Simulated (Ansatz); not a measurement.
InSb at a changed volume — ¹¹⁵In nuclear quadrupole resonance

Cell: an entry of the Crystallography Open Database (COD), relaxed with PBE at fixed cell and then changed (volume scaled by 0.98, ions relaxed).

```
In Sb
1.0
     5.32105    0.00000    0.00000
     0.00000    5.67366    0.00000
     0.00000    0.00000    3.04244
In Sb
2 2
Direct
  0.00000 0.00000 0.16996
  0.50000 0.50000 0.83004
  0.50000 0.00000 0.70706
  0.00000 0.50000 0.29294
```

Sites (sets of like atoms) are named by element and the number of their first atom in this list.

Level of theory: DFT, PBE, plane waves and PAW, scalar-relativistic, 420 eV cutoff, Γ-centred 9×8×15 k-points, Fermi–Dirac smearing 0.05 eV (Ansatz 0.2.0).

¹¹⁵In: I = 9/2, Q = 772.0 mb (year-2017 value). Static lattice, zero field.

Task: The simulated lines lie at 8.12, 8.73, 12.7, 16.8, 17.3 MHz. What are |C_Q|, η and |V_zz| at In?

Result: For I = 9/2 and η = 0 the lines are |C_Q|/24 times 1, 2, 3 and 4; η shifts the lowest up most. At large η the states mix, and weaker lines appear at sums of the main ones; lines under 5 % of the strongest are left out. Here |C_Q| = 105 MHz, η = 0.42 and |V_zz| = 5.64 × 10²¹ V/m². The calculation gives V_zz negative; the lines don't show the sign. The site has 6 Sb at 2.86–3.12 Å, 2 In at 3.04 Å.

The run finds no gap above 0.1 eV (a metal, or nearly one), so the gradients can move by 10 % or more with the k-mesh. Without spin–orbit coupling (the program notes it for In and Sb) the gradients can shift somewhat, as the gap is small. At this changed cell the PBE pressure is 16 GPa.

The relaxation (2 steps) took 79 s of wall time (76 s of CPU time) and 0.89 GiB at its peak, on 1 thread of Intel Xeon Platinum 8259CL CPU @ 2.50GHz (Skylake/Cascade Lake) (x86_64; 16 cores open to the job, memory cap 3.0 GiB, no GPU), a shared host with a load of 0.5 a core.
